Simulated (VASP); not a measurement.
# CaH8 (Fm-3m) in VASP: further runs

The runs below take CaH8 through relaxation of cell and atoms, single point, with PBE, PBEsol, PBE+TS.

All numbers are computed with VASP 6.6.1; they aren't measurements. Logs are shortened: lines on timing, memory, paths and dates and some standing lists are left out, and cuts for length are marked.

### Step 1. The crystal as given

The structure is cubic, space group Fm-3m (No. 225). Conventional cell: a = 7.093 Å, b = 7.093 Å, c = 7.093 Å, α = 90.00°, β = 90.00°, γ = 90.00°. Around Ca (site symmetry m-3m) lie 8 H at 2.22 Å. H (site symmetry 3m) is surrounded by 3 H at 1.39 Å.

The cell was built by a generator and needn't be a form met in nature.

### Step 2. Relaxation of cell and atoms, PBE

File INCAR:

```
SYSTEM = CaH8
PREC = Accurate ; ENCUT = 600
EDIFF = 1E-7 ; ISMEAR = 0
SIGMA = 0.05 ; LREAL = .FALSE.
LASPH = .TRUE. ; NELM = 100
ALGO = Normal ; ISIF = 3
LWAVE = .FALSE. ; LCHARG = .FALSE.
GGA = PE ; IBRION = 2
NSW = 60 ; EDIFFG = -0.005
```

File KPOINTS:

```
regular mesh
0
G
  7 7 7
  0 0 0
```

File POSCAR:

```
CaH8
1.0
    0.0000000000      3.5465300000      3.5465300000
    3.5465300000      0.0000000000      3.5465300000
    3.5465300000      3.5465300000      0.0000000000
Ca H
1 8
Direct
    0.5000000000      0.5000000000      0.5000000000
    0.6809000000      0.6809000000      0.6809000000
    0.6809000000      0.6809000000      0.9572800000
    0.6809000000      0.9572800000      0.6809000000
    0.9572800000      0.6809000000      0.6809000000
    0.3191000000      0.3191000000      0.0427200000
    0.3191000000      0.3191000000      0.3191000000
    0.3191000000      0.0427200000      0.3191000000
    0.0427200000      0.3191000000      0.3191000000
```

Potentials or basis: VASP PAW PBE potentials, release 64 (Ca_sv, H).

The run is started by

```
$ cat potpaw_PBE.64/Ca_sv/POTCAR potpaw_PBE.64/H/POTCAR > POTCAR
$ mpirun -np 1 vasp_std > vasp.out
```

OUTCAR:

```text
SYSTEM = CaH8
   PREC = Accurate
   ENCUT = 600
   EDIFF = 1E-7
   ISMEAR = 0
   LREAL = .FALSE.
   LASPH = .TRUE.
   NELM = 100
   ISIF = 3
   GGA = PE
   IBRION = 2
   NSW = 60
   EDIFFG = -0.005

 ion  position               nearest neighbor table
   1  0.500  0.500  0.500-
   2  0.681  0.681  0.681-
   3  0.681  0.681  0.957-
   4  0.681  0.957  0.681-
   5  0.957  0.681  0.681-
   6  0.319  0.319  0.043-
   7  0.319  0.319  0.319-
   8  0.319  0.043  0.319-
   9  0.043  0.319  0.319-

  LATTYP: Found a face centered cubic cell.
 ALAT       =     7.0930600000

  Lattice vectors:

 A1 = (   0.0000000000,   3.5465300000,   3.5465300000)
 A2 = (   3.5465300000,   0.0000000000,   3.5465300000)
 A3 = (   3.5465300000,   3.5465300000,   0.0000000000)

Analysis of symmetry for initial positions (statically):
=====================================================================
 Subroutine PRICEL returns:
 Original cell was already a primitive cell.

 Routine SETGRP: Setting up the symmetry group for a
 face centered cubic supercell.

 Subroutine GETGRP returns: Found 12 space group operations
 (whereof 12 operations were pure point group operations)
 out of a pool of 48 trial point group operations.

The static configuration has the point symmetry D_3d.

Analysis of symmetry for dynamics (positions and initial velocities):
=====================================================================
 Subroutine PRICEL returns:
 Original cell was already a primitive cell.

 Routine SETGRP: Setting up the symmetry group for a
 face centered cubic supercell.

 Subroutine GETGRP returns: Found 12 space group operations
 (whereof 12 operations were pure point group operations)
 out of a pool of 48 trial point group operations.

The dynamic configuration has the point symmetry D_3d.

 Subroutine INISYM returns: Found 12 space group operations
 (whereof 12 operations are pure point group operations),
 and found     1 'primitive' translations

[... 186 lines left out ...]
      1.28321      1.28321      2.26340         0.004435      0.004435     -0.004341
      2.26340      2.26340      2.26340        -0.004426     -0.004426     -0.004426
      1.28321      2.26340      1.28321         0.004435     -0.004341      0.004435
      2.26340      1.28321      1.28321        -0.004341      0.004435      0.004435
 -----------------------------------------------------------------------------------
    total drift:                                0.000000     -0.000000      0.000000

  FREE ENERGIE OF THE ION-ELECTRON SYSTEM (eV)
  ---------------------------------------------------
  free  energy   TOTEN  =       -17.8555514174 eV

  energy  without entropy=      -17.8555307638  energy(sigma->0) =      -17.85554109

--------------------------------------- Ionic step        2  -------------------------------------------

 number of electron      17.9999994 magnetization

 Free energy of the ion-electron system (eV)
  ---------------------------------------------------
  ext. energy  EPLUGINS =         0.00000000
  ---------------------------------------------------
  free energy    TOTEN  =       -17.85558340 eV

  energy without entropy =      -17.85556240  energy(sigma->0) =      -17.85557290

 E-fermi :  -0.7704     XC(G=0):  -7.6454

 val. band max:       -0.8845139281   @ k =   0.2857   0.2857  -0.4286
 cond. band min:      -0.6631280934   @ k =   0.1429   0.1429   0.2857
 fundamental gap:      0.2213858347
 Fermi energy:        -0.7703573654

 k-point     1 :       0.0000    0.0000    0.0000
  band No.  band energies     occupation
      1     -40.4747      2.00000
      2     -21.5548      2.00000
      3     -21.5548      2.00000
      4     -21.5548      2.00000
      5     -10.0921      2.00000
      6      -8.0029      2.00000
      7      -1.6301      2.00000
      8      -1.6301      2.00000
      9      -1.6301      2.00000
     10       0.6188      0.00000
     11       0.6191      0.00000
     12       0.6191      0.00000
     13       3.5482      0.00000
     14       3.5482      0.00000
[... 377 lines left out ...]
      1     -40.4741      2.00000
      2     -21.5724      2.00000
      3     -21.5609      2.00000
      4     -21.5594      2.00000
      5      -9.3214      2.00000
      6      -8.6744      2.00000
      7      -2.5674      2.00000
      8      -1.5343      2.00000
      9      -1.4816      2.00000
     10       0.1718      0.00000
     11       0.1784      0.00000
     12       1.0997      0.00000
     13       2.9084      0.00000
     14       4.0100      0.00000

 [... further k-points ...]

------------------------ aborting loop because EDIFF is reached ----------------------------------------

  FORCE on cell =-STRESS in cart. coord.  units (eV):
  Direction    XX          YY          ZZ          XY          YZ          ZX
  --------------------------------------------------------------------------------------
  -------------------------------------------------------------------------------------
  Total        0.0250196      0.0250196      0.0250196      0.0003237      0.0003237      0.0003237
  in kB        0.4490895      0.4490895      0.4490895      0.0058105      0.0058105      0.0058105
  external PRESSURE =       0.4490895 kB  Pullay stress =       0.0000000 kB

 VOLUME and BASIS-vectors are now :
 -----------------------------------------------------------------------------
  energy-cutoff  :      600.00
  volume of cell :       89.26
      direct lattice vectors                 reciprocal lattice vectors
     0.000013832  3.547130030  3.547130030    -0.140959852  0.140959303  0.140959303
     3.547130030  0.000013832  3.547130030     0.140959303 -0.140959852  0.140959303
     3.547130030  3.547130030  0.000013832     0.140959303  0.140959303 -0.140959852

 POSITION                                       TOTAL-FORCE (eV/Angst)
 -----------------------------------------------------------------------------------
      3.54714      3.54714      3.54714        -0.000000      0.000000      0.000000
      4.83070      4.83070      4.83070         0.002606      0.002606      0.002606
      5.81063      5.81063      4.83070        -0.002631     -0.002631      0.002525
      5.81063      4.83070      5.81063        -0.002631      0.002525     -0.002631
      4.83070      5.81063      5.81063         0.002525     -0.002631     -0.002631
      1.28364      1.28364      2.26357         0.002631      0.002631     -0.002525
      2.26357      2.26357      2.26357        -0.002606     -0.002606     -0.002606
      1.28364      2.26357      1.28364         0.002631     -0.002525      0.002631
      2.26357      1.28364      1.28364        -0.002525      0.002631      0.002631
 -----------------------------------------------------------------------------------
    total drift:                               -0.000000     -0.000000      0.000000

  FREE ENERGIE OF THE ION-ELECTRON SYSTEM (eV)
  ---------------------------------------------------
  free  energy   TOTEN  =       -17.8555833994 eV

  energy  without entropy=      -17.8555624034  energy(sigma->0) =      -17.85557290

 reached required accuracy - stopping structural energy minimisation
```

CONTCAR:

```text
CaH8
   1.00000000000000
     0.0000138315641494    3.5471300295369295    3.5471300295369295
     3.5471300295369295    0.0000138315641494    3.5471300295369295
     3.5471300295369295    3.5471300295369295    0.0000138315641494
  Ca              H
     1     8
Direct
     0.5000000000000000    0.5000000000000000    0.5000000000000000
     0.6809301007063712    0.6809301007063712    0.6809301007063712
     0.6809295259121978    0.6809295259121978    0.9571901463402513
     0.6809295259121978    0.9571901463402513    0.6809295259121978
     0.9571901463402513    0.6809295259121978    0.6809295259121978
     0.3190704740878021    0.3190704740878021    0.0428098536597486
     0.3190698992936288    0.3190698992936288    0.3190698992936288
     0.3190704740878021    0.0428098536597486    0.3190704740878021
     0.0428098536597486    0.3190704740878021    0.3190704740878021

  0.00000000E+00  0.00000000E+00  0.00000000E+00
  0.00000000E+00  0.00000000E+00  0.00000000E+00
  0.00000000E+00  0.00000000E+00  0.00000000E+00
  0.00000000E+00  0.00000000E+00  0.00000000E+00
  0.00000000E+00  0.00000000E+00  0.00000000E+00
  0.00000000E+00  0.00000000E+00  0.00000000E+00
  0.00000000E+00  0.00000000E+00  0.00000000E+00
  0.00000000E+00  0.00000000E+00  0.00000000E+00
  0.00000000E+00  0.00000000E+00  0.00000000E+00
```

Run time: 62 s. Hardware: 1 thread of Intel Xeon Platinum 8559C (Emerald Rapids), shared host; peak memory 0.28 GiB.

What came out:

```
Free energy                            : -17.8556 eV
Relaxed volume                         : 9.92 Å³/atom
Relaxed cell                           : a = 5.016 Å, b = 5.016 Å, c = 5.016 Å, α = 60.00°, β = 60.00°, γ = 60.00°
Space group after relaxing (to 0.05 Å) : Fm-3m (No. 225)
Energy gained by relaxing              : 0.0 meV/atom
Ionic steps                            : 2
Pressure after relaxing                : 0.0 GPa
Largest force after relaxing           : 0.005 eV/Å
Band gap on the k mesh                 : 0.22 eV, indirect (least direct gap 0.24 eV)
```

Forces on the atoms (eV/Å):
```
Ca   0.000  0.000  0.000
H    0.003  0.003  0.003
H   -0.003 -0.003  0.003
H   -0.003  0.003 -0.003
H    0.003 -0.003 -0.003
H    0.003  0.003 -0.003
H   -0.003 -0.003 -0.003
H    0.003 -0.003  0.003
H   -0.003  0.003  0.003
```

Final structure:
```xyz
9
Lattice="0.0000 3.5471 3.5471 3.5471 0.0000 3.5471 3.5471 3.5471 0.0000" Properties=species:S:1:pos:R:3 pbc="T T T"
Ca    3.5471    3.5471    3.5471
H     4.8307    4.8307    4.8307
H     5.8106    5.8106    4.8307
H     5.8106    4.8307    5.8106
H     4.8307    5.8106    5.8106
H     1.2836    1.2836    2.2636
H     2.2636    2.2636    2.2636
H     1.2836    2.2636    1.2836
H     2.2636    1.2836    1.2836
```

Levels at points of the mesh, in eV from the valence-band top:
```csv
k point,band 6,band 7,band 8,band 9,band 10,band 11,band 12,band 13
"(0.00, 0.00, 0.00)",-7.12,-0.75,-0.75,-0.75,1.50,1.50,1.50,4.43
```

Caveat: an odd mesh through Γ misses points on the zone boundary, where band edges often lie. PBE gaps usually lie below the measured ones, often by a third to a half.

### Step 3. Relaxation of cell and atoms, PBEsol

File INCAR:

```
SYSTEM = CaH8
ALGO = Normal ; EDIFF = 1E-6
EDIFFG = -0.02 ; ENCUT = 600
GGA = PS ; IBRION = 2
ISIF = 3 ; ISMEAR = 0
LASPH = .True. ; LCHARG = .False.
LREAL = .False. ; LWAVE = .False.
NELM = 100 ; NSW = 60
PREC = Accurate ; SIGMA = 0.05
```

File KPOINTS:

```
k-points
0
Gamma
  7 7 7
  0 0 0
```

POSCAR is that of step 2.

Potentials or basis: VASP PAW PBE potentials, release 64 (Ca_sv, H).

The run is started by

```
$ cat potpaw_PBE.64/Ca_sv/POTCAR potpaw_PBE.64/H/POTCAR > POTCAR
$ mpirun -np 1 vasp_std > vasp.out
```

It took 1.8 min on 1 thread of Intel Xeon Platinum 8559C (Emerald Rapids), shared host; peak memory 0.29 GiB.

Results (log left out):

- Free energy: -18.1094 eV
- Relaxed volume: 9.45 Å³/atom
- Relaxed cell: a = 4.937 Å, b = 4.937 Å, c = 4.937 Å, α = 60.00°, β = 60.00°, γ = 60.00°
- Space group after relaxing (to 0.05 Å): Fm-3m (No. 225)
- Energy gained by relaxing: 2.0 meV/atom
- Ionic steps: 5
- Pressure after relaxing: 0.0 GPa
- Largest force after relaxing: 0.015 eV/Å
- Band gap on the k mesh: 0.25 eV, direct

Forces on the atoms (eV/Å):
```
Ca   0.000  0.000  0.000
H   -0.008 -0.008 -0.008
H    0.008  0.008 -0.008
H    0.008 -0.008  0.008
H   -0.008  0.008  0.008
H   -0.008 -0.008  0.008
H    0.008  0.008  0.008
H   -0.008  0.008 -0.008
H    0.008 -0.008 -0.008
```

The path:
```
step  energy change (eV)  largest force (eV/Å)  pressure (GPa)  volume (Å³)
   1              0.0000                0.0274           -1.31        89.22
   2             -0.0077                0.0091           -1.00        88.17
   3             -0.0169                0.0409           -0.16        85.56
   4             -0.0170                0.0462           -0.07        85.30
   5             -0.0179                0.0145           -0.02        85.06
```

Final structure:
```
CELL_PARAMETERS angstrom
0.00006 3.49065 3.49065
3.49065 0.00006 3.49065
3.49065 3.49065 0.00006
ATOMIC_POSITIONS crystal
Ca 0.50000 0.50000 0.50000
H 0.68104 0.68104 0.68104
H 0.68104 0.68104 0.95686
H 0.68104 0.95686 0.68104
H 0.95686 0.68104 0.68104
H 0.31896 0.31896 0.04314
H 0.31896 0.31896 0.31896
H 0.31896 0.04314 0.31896
H 0.04314 0.31896 0.31896
```

Levels at points of the mesh, in eV from the valence-band top:
```
           k point  band 7  band 8  band 9  band 10  band 11  band 12
(0.00, 0.00, 0.00)   -0.84   -0.84   -0.84     1.68     1.68     1.68
```

Caveat: the PAW data sets were made with another functional, which shifts forces and pressure a little; an odd mesh through Γ misses points on the zone boundary, where band edges often lie.

### Step 4. Single point, PBE+TS (cell strained at random at fixed volume)

File run.py:

```python
from ase.calculators.vasp import Vasp
from ase.dft.bandgap import bandgap
from ase.io import read

atoms = read('CaH8.cif')
calc = Vasp(
    directory='calc',
    xc='pbe',
    pp='PBE',
    setups='recommended',
    prec='Accurate',
    encut=520,
    ediff=1e-06,
    ismear=-1,
    sigma=0.1,
    lreal=False,
    lasph=False,
    nelm=100,
    algo='Fast',
    isif=2,
    lwave=False,
    lcharg=False,
    ivdw=2,
    amix=0.2,
    bmix=0.0001,
    amix_mag=0.8,
    bmix_mag=0.0001,
    kpts=[7, 7, 7],
    gamma=True,
)
atoms.calc = calc

print('energy (eV):', atoms.get_potential_energy())
print('free energy (eV):', atoms.get_potential_energy(force_consistent=True))
print('forces (eV/A):')
print(atoms.get_forces())
print('stress (eV/A^3, Voigt):', atoms.get_stress())
print('Fermi level (eV):', calc.get_fermi_level())
gap, top, bottom = bandgap(calc)
print('band gap (eV):', gap, 'from (spin, k, band)', top, 'to', bottom)
```

File CaH8.cif:

```cif
data_CaH8
_cell_length_a 5.01493540
_cell_length_b 5.02563127
_cell_length_c 4.99665959
_cell_angle_alpha 60.72481560
_cell_angle_beta 59.57607274
_cell_angle_gamma 59.97689377
_space_group_name_H-M_alt 'P1'
_space_group_name_Hall 'P 1'
_space_group_IT_number 1
loop_
_space_group_symop_operation_xyz
'x,y,z'
loop_
_atom_site_label
_atom_site_type_symbol
_atom_site_symmetry_multiplicity
_atom_site_Wyckoff_symbol
_atom_site_fract_x
_atom_site_fract_y
_atom_site_fract_z
_atom_site_occupancy
Ca1 Ca 1 a 0.5000000000 0.5000000000 0.5000000000 1
H1 H 1 a 0.6809000000 0.6809000000 0.6809000000 1
H2 H 1 a 0.6809000000 0.6809000000 0.9572800000 1
H3 H 1 a 0.6809000000 0.9572800000 0.6809000000 1
H4 H 1 a 0.9572800000 0.6809000000 0.6809000000 1
H5 H 1 a 0.3191000000 0.3191000000 0.0427200000 1
H6 H 1 a 0.3191000000 0.3191000000 0.3191000000 1
H7 H 1 a 0.3191000000 0.0427200000 0.3191000000 1
H8 H 1 a 0.0427200000 0.3191000000 0.3191000000 1
```

The run is started by

```
$ python run.py
```

Wall time 3.2 min (1 thread of Intel Xeon Platinum 8559C (Emerald Rapids), shared host); peak memory 0.4 GiB.

It converged, with:

| Quantity | Value |
| --- | --- |
| Free energy | -18.8133 eV |
| Pressure | -1.5 GPa |
| Largest force | 0.134 eV/Å |
| Band gap on the k mesh | 0.07 eV, indirect (least direct gap 0.17 eV) |
| Hirshfeld charges | Ca +0.09; H -0.01 e |
| Dispersion energy per atom | -0.104 eV |

Forces in eV/Å, atoms in the order of the input:
```
Ca   0.000  0.000  0.000
H   -0.013  0.005  0.016
H    0.018 -0.062 -0.002
H    0.000  0.108 -0.080
H   -0.025  0.026  0.054
H   -0.018  0.062  0.002
H    0.013 -0.005 -0.016
H    0.000 -0.108  0.080
H    0.025 -0.026 -0.054
```

Stress tensor (GPa, compression positive):
```
-1.15 -0.07  0.10
-0.07 -1.80 -0.47
 0.10 -0.47 -1.50
```

Levels at points of the mesh, in eV from the valence-band top:
```
           k point  band 5  band 6  band 7  band 8  band 9  band 10  band 11  band 12  band 13  band 14
(0.00, 0.00, 0.00)   -9.29   -7.19   -0.86   -0.82   -0.80     1.32     1.38     1.58     4.32     4.38
```

Caveat: an odd mesh through Γ misses points on the zone boundary, where band edges often lie.

### Step 5. Overview

```tsv
task	level	cell	cutoff (eV)	smearing	other keys	gap on the mesh (eV)	pressure (GPa)	relaxed volume (Å³/atom)	largest force (eV/Å)
relaxation of cell and atoms	PBE	relaxed	600	gaussian 0.05 eV	-	0.22	0.0	9.92	-
relaxation of cell and atoms	PBEsol	relaxed	600	gaussian 0.05 eV	-	0.25	0.0	9.45	0.01
single point	PBE+TS	cell strained at random at fixed volume	520	fermi-dirac 0.1 eV	AMIX = 0.2; BMIX = 0.0001; AMIX_MAG = 0.8; BMIX_MAG = 0.0001; …	0.07	-1.5	-	0.13
```

Alike in all rows: potentials or basis VASP PAW PBE potentials, release 64 (Ca_sv, H); no spin polarisation; k mesh 7 × 7 × 7.

Caveats: an odd mesh through Γ misses points on the zone boundary, where band edges often lie; the PAW data sets were made with another functional, which shifts forces and pressure a little (some runs).

Total energies depend on the potentials used, so only differences within one code and one set of settings carry meaning.
